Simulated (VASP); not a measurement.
# Ir (P6_3/mmc) in VASP: further runs

Runs on Ir. Level: PBE. Tasks: single point.

Program: VASP 6.6.1. These are calculated values, not measurements. Logs are shortened: lines on timing, memory, paths and dates and some standing lists are left out, and cuts for length are marked.

## (1) The crystal as given

The structure is hexagonal, space group P6_3/mmc (No. 194). The conventional cell has a = 2.751 Å, b = 2.751 Å, c = 4.462 Å, α = 90.00°, β = 90.00°, γ = 120.00°. Ir (site symmetry -6m2) has 12 Ir at 2.74 to 2.75 Å as nearest neighbours.

This isn't the form of Ir at room conditions, which is fcc.

## (2) Single point, PBE

File INCAR:

```
SYSTEM = Ir
ADDGRID = .FALSE. ; ALGO = Normal
EDIFF = 1E-6 ; ENCUT = 520
GGA = PE ; ISIF = 2
ISMEAR = 0 ; LASPH = .TRUE.
LCHARG = .FALSE. ; LREAL = .FALSE.
LWAVE = .FALSE. ; NELM = 100
PREC = Normal ; SIGMA = 0.2
```

File KPOINTS:

```
k-points
0
G
  11 11 6
  0 0 0
```

File POSCAR:

```
Ir
1.0
    2.7513778946      0.0000000000      0.0000000000
   -1.3756889473      2.3827631521      0.0000000000
    0.0000000000      0.0000000000      4.4622900000
Ir
2
Direct
    0.3583140000      0.6617470000      0.2121330000
    0.6598720000      0.3587530000      0.7691070000
```

Potentials or basis: VASP PAW PBE potentials, release 64 (Ir).

Started as:

```
$ cat potpaw_PBE.64/Ir/POTCAR > POTCAR
$ mpirun -np 1 vasp_std > vasp.out
```

OUTCAR:

```text
SYSTEM = Ir
   EDIFF = 1E-6
   ENCUT = 520
   GGA = PE
   ISIF = 2
   ISMEAR = 0
   LASPH = .TRUE.
   LREAL = .FALSE.
   NELM = 100
   PREC = Normal

 Found    364 irreducible k-points:

 Following reciprocal coordinates:
            Coordinates               Weight
  0.000000  0.000000  0.000000      1.000000
  0.090909 -0.000000  0.000000      2.000000
  0.000000  0.090909  0.000000      2.000000
 -0.090909  0.090909  0.000000      2.000000
  0.181818 -0.000000  0.000000      2.000000
  0.000000  0.181818  0.000000      2.000000
   k-points           NKPTS =    364   k-points in BZ     NKDIM =    364   number of bands    NBANDS=     13
   number of dos      NEDOS =    301   number of ions     NIONS =      2
   total plane-waves  NPLWV =   7168
   dimension x,y,z NGX =    16 NGY =   16 NGZ =   28
   dimension x,y,z NGXF=    32 NGYF=   32 NGZF=   56
   ions per type =               2
   NGX,Y,Z   is equivalent  to a cutoff of   9.67,  9.67, 10.43 a.u.
   NGXF,Y,Z  is equivalent  to a cutoff of  19.34, 19.34, 20.86 a.u.
 SYSTEM =  Ir
   PREC   = normal    normal or accurate (medium, high low for compatibility)
   ISTART =      0    job   : 0-new  1-cont  2-samecut
   ICHARG =      2    charge: 1-file 2-atom 10-const
   ISPIN  =      1    spin polarized calculation?
   LNONCOLLINEAR =      F non collinear calculations
   LSORBIT =      F    spin-orbit coupling
   LASPH  =      T    aspherical Exc in radial PAW
   ENCUT  =  520.0 eV  38.22 Ry    6.18 a.u.   5.12  5.12  8.30*2*pi/ulx,y,z
   NELM   =    100;   NELMIN=  2; NELMDL= -5     # of ELM steps
   EDIFF  = 0.1E-05   stopping-criterion for ELM
[... 8 lines left out ...]
   TEBEG  =    0.0;   TEEND  =   0.0 temperature during run
   PSTRESS=    0.0 pullay stress
   NELECT =      18.0000    total number of electrons
   NUPDOWN=      -1.0000    fix difference up-down
   EMIN   =  10.00;   EMAX   =-10.00  energy-range for DOS
   EFERMI =   0.00;   METHOD = LEGACY
   ISMEAR =     0;   SIGMA  =   0.20  broadening in eV -4-tet -1-fermi 0-gaus
   EFERMI_NEDOS =   21; number of points for ismear=-14 and -15
   IALGO  =     38    algorithm
   IMIX   =      4    mixing-type and parameters
     AMIX     =   0.40;   BMIX     =  1.00
     AMIX_MAG =   1.60;   BMIX_MAG =  1.00
  volume/ion in A,a.u.               =      14.63        98.71
  Fermi-wavevector in a.u.,A,eV,Ry     =   1.392417  2.631287 26.379323  1.938826
  Thomas-Fermi vector in A             =   2.516162
   LORBIT       =      0    0 simple, 1 ext, 2 COOP (PROOUT), +10 PAW based schemes
   GGA     = PE    functional components
   LHFCALC =     F    Hartree Fock is set to
   AEXX    =    0.0000 exact exchange contribution
   IVDW    =     0    specifies the selected vdW correction
   LEPSILON=     F    determine dielectric tensor
   LRPA    =     F    only Hartree local field effects (RPA)
 non-spin polarized calculation
 Gauss-broadening in eV      SIGMA  =   0.20
  energy-cutoff  :      520.00
  volume of cell :       29.25
 maximum number of plane-waves:       796
   NGX = 11   NGY = 11   NGZ = 17

 number of electron      17.9999999 magnetization

 Free energy of the ion-electron system (eV)
  ---------------------------------------------------
  ext. energy  EPLUGINS =         0.00000000
  ---------------------------------------------------
  free energy    TOTEN  =       -17.05485358 eV

  energy without entropy =      -16.99391429  energy(sigma->0) =      -17.02438393

 E-fermi :  10.0646     XC(G=0): -13.7467

 val. band max:       10.0642378889   @ k =   0.3636   0.3636   0.3333
 cond. band min:      10.0656777902   @ k =   0.0000   0.3636   0.3333
 fundamental gap:      0.0014399013
 Fermi energy:        10.0645913350

 k-point     1 :       0.0000    0.0000    0.0000
  band No.  band energies     occupation
      1      -0.9547      2.00000
      2       1.9116      2.00000
      3       5.8725      2.00000
      4       6.0107      2.00000
      5       6.0950      2.00000
      6       6.3206      2.00000
      7       6.6659      2.00000
      8       7.7650      2.00000
      9       8.4136      2.00000
     10       9.5801      1.99939
     11       9.9341      1.64395
     12      10.8317      0.00000
     13      16.0355      0.00000

 k-point     2 :       0.0909   -0.0000    0.0000
  band No.  band energies     occupation
      1      -0.6443      2.00000
      2       2.1707      2.00000
      3       5.5026      2.00000
      4       6.1521      2.00000
      5       6.1897      2.00000
      6       6.3405      2.00000
      7       6.8517      2.00000
      8       7.6166      2.00000
      9       8.0103      2.00000
     10       8.4626      2.00000
     11      10.6392      0.00005
     12      12.0166      0.00000
     13      16.1064      0.00000

 k-point     3 :       0.0000    0.0909    0.0000
  band No.  band energies     occupation
      1      -0.6442      2.00000
      2       2.1713      2.00000
      3       5.5024      2.00000
      4       6.1517      2.00000
      5       6.1880      2.00000
      6       6.3407      2.00000
      7       6.8544      2.00000
      8       7.6149      2.00000
      9       8.0172      2.00000
     10       8.4593      2.00000
     11      10.6273      0.00007
     12      12.0257      0.00000
     13      16.1064      0.00000

 k-point     4 :      -0.0909    0.0909    0.0000
  band No.  band energies     occupation
      1      -0.6398      2.00000
      2       2.1976      2.00000
      3       5.4807      2.00000
      4       5.9351      2.00000
      5       6.3171      2.00000
      6       6.4955      2.00000
      7       6.8360      2.00000
      8       7.5678      2.00000
      9       8.2390      2.00000
     10       8.3714      2.00000
     11      10.1448      0.57075
     12      12.3798      0.00000
     13      16.1140      0.00000

 k-point     5 :       0.1818   -0.0000    0.0000
  band No.  band energies     occupation
      1       0.2115      2.00000
      2       2.7680      2.00000
      3       4.8714      2.00000
      4       5.7973      2.00000
      5       6.1853      2.00000
      6       6.5347      2.00000
      7       7.0660      2.00000
      8       7.3541      2.00000
      9       8.0026      2.00000
     10       8.2738      2.00000
     11      10.8296      0.00000
     12      14.1503      0.00000
     13      16.2389      0.00000

 k-point     6 :       0.0000    0.1818    0.0000
  band No.  band energies     occupation
      1       0.2120      2.00000
      2       2.7706      2.00000
      3       4.8716      2.00000
      4       5.7912      2.00000
      5       6.1852      2.00000
      6       6.5414      2.00000
      7       7.0676      2.00000
      8       7.3575      2.00000
      9       7.9943      2.00000
     10       8.2741      2.00000
     11      10.8201      0.00000
     12      14.1593      0.00000
     13      16.2387      0.00000

 [... further k-points ...]
[... 5 lines left out ...]
  --------------------------------------------------------------------------------------
  -------------------------------------------------------------------------------------
  Total        1.8804124      1.2909142      3.9420270     -0.5207385      0.8712829     -1.5426698
  in kB      102.9851906     70.6999418    215.8943470    -28.5194613     47.7178490    -84.4879245
  external PRESSURE =     129.8598265 kB  Pullay stress =       0.0000000 kB

 VOLUME and BASIS-vectors are now :
 -----------------------------------------------------------------------------
  energy-cutoff  :      520.00
  volume of cell :       29.25
      direct lattice vectors                 reciprocal lattice vectors
     2.751377895  0.000000000  0.000000000     0.363454254  0.209840411  0.000000000
    -1.375688947  2.382763152  0.000000000     0.000000000  0.419680823  0.000000000
     0.000000000  0.000000000  4.462290000     0.000000000  0.000000000  0.224100182

 POSITION                                       TOTAL-FORCE (eV/Angst)
 -----------------------------------------------------------------------------------
      0.07550      1.57679      0.94660        -0.873328      0.492144      3.694252
      1.32202      0.85482      3.43198         0.873328     -0.492144     -3.694252
 -----------------------------------------------------------------------------------
    total drift:                                0.000002      0.000003     -0.000002

  FREE ENERGIE OF THE ION-ELECTRON SYSTEM (eV)
  ---------------------------------------------------
  free  energy   TOTEN  =       -17.0548535751 eV

  energy  without entropy=      -16.9939142898  energy(sigma->0) =      -17.02438393
```

OSZICAR:

```text
N       E                     dE             d eps       ncg     rms          rms(c)
DAV:   1     0.153118994068E+03    0.15312E+03   -0.86168E+03  9464   0.139E+03
DAV:   2    -0.115773355976E+02   -0.16470E+03   -0.15228E+03  9649   0.372E+02
DAV:   3    -0.180077943377E+02   -0.64305E+01   -0.60612E+01 11650   0.813E+01
DAV:   4    -0.181265465577E+02   -0.11875E+00   -0.11686E+00 10187   0.105E+01
DAV:   5    -0.181287647508E+02   -0.22182E-02   -0.22164E-02 11633   0.136E+00    0.224E+01
DAV:   6    -0.172380000880E+02    0.89076E+00   -0.14216E+00 10924   0.166E+01    0.960E+00
DAV:   7    -0.170665574681E+02    0.17144E+00   -0.49125E-01 11579   0.925E+00    0.213E+00
DAV:   8    -0.170553734628E+02    0.11184E-01   -0.10546E-02 10129   0.125E+00    0.213E-01
DAV:   9    -0.170548374500E+02    0.53601E-03   -0.19904E-03 11634   0.640E-01    0.281E-02
DAV:  10    -0.170548499217E+02   -0.12472E-04   -0.29918E-05 11050   0.503E-02    0.134E-02
DAV:  11    -0.170548540304E+02   -0.41088E-05   -0.30861E-06 10395   0.144E-02    0.655E-03
DAV:  12    -0.170548535751E+02    0.45534E-06   -0.24642E-07  5517   0.464E-03
   1 F= -.17054854E+02 E0= -.17024384E+02  d E =-.609393E-01
```

stdout:

```text
POSCAR found type information on POSCAR Ir
 POSCAR found :  1 types and       2 ions
 scaLAPACK will be used
 LDA part: xc-table for (Slater+PW92), standard interpolation
 POSCAR, INCAR and KPOINTS ok, starting setup
 FFT: planning ... GRIDC
 FFT: planning ... GRID_SOFT
 FFT: planning ... GRID
 WAVECAR not read
 entering main loop
```

Wall time 37 s (1 thread of Intel Xeon Platinum 8375C at 2.90GHz (Ice Lake), shared host); peak memory 0.22 GiB.

These settings aren't checked as converged: the numbers below hold their error.

What came out:

```yaml
Free_energy: -17.0549 eV
Pressure: 13.0 GPa
Largest_force: 3.828 eV/Å
Band_gap_on_the_k_mesh: none (metal or under the smearing width)
```

(Continued in part 2 of 2.)
